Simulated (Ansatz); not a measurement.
The system is TiAl.

```
Ti Al
1.0
     2.86726    0.00000    0.00000
    -1.43363    2.48312    0.00000
     0.00000    0.00000    4.67808
Ti Al
1 1
Direct
  0.00000 0.00000 0.00000
  0.33333 0.66667 0.50000
```

The cell comes from a database or a generator and needn't be the stable form of this composition.

| Item | Value |
| --- | --- |
| Program | Ansatz 0.2.0 |
| Task | relaxation of cell and atoms |
| Functional | LDA |
| Potentials or basis | Ansatz PAW |
| Cutoff | 420 eV (not typed: the program's choice for these potentials) |
| k mesh | 11 × 11 × 6 |
| Occupations | fermi-dirac, width 0.05 eV |
| Spin | no spin polarisation |

At the start: volume 16.65 Å³/atom.

Q: How do energy, volume and symmetry change on relaxing?

A: It ends after 7 steps and the volume is 15.72 Å³/atom (-5.6 %); space group P-6m2 (No. 187, to 0.05 Å).

Step by step:
| step | energy change (eV) | largest force (eV/Å) | volume (Å³) |
| --- | --- | --- | --- |
| 1 | 0.0000 | 0.0000 | 33.31 |
| 2 | -0.0153 | 0.0000 | 30.15 |
| 3 | -0.0377 | 0.0000 | 31.56 |
| 4 | -0.0379 | 0.0000 | 31.45 |
| 5 | -0.0375 | 0.0000 | 31.45 |
| 6 | -0.0375 | 0.0000 | 31.43 |
| 7 | -0.0375 | 0.0000 | 31.43 |

Final structure:
```
CELL_PARAMETERS angstrom
2.81341 0.00000 0.00000
-1.40671 2.43649 0.00000
0.00000 0.00000 4.58537
ATOMIC_POSITIONS crystal
Ti 0.00000 0.00000 0.00000
Al 0.33333 0.66667 0.50000
```

Caveat: the plane-wave basis is chosen anew once the cell has moved, so the energies of steps on either side of that aren't comparable; the PAW data sets come from PBE, with cores solved anew for the run's functional, which leaves a small shift of forces and pressure.
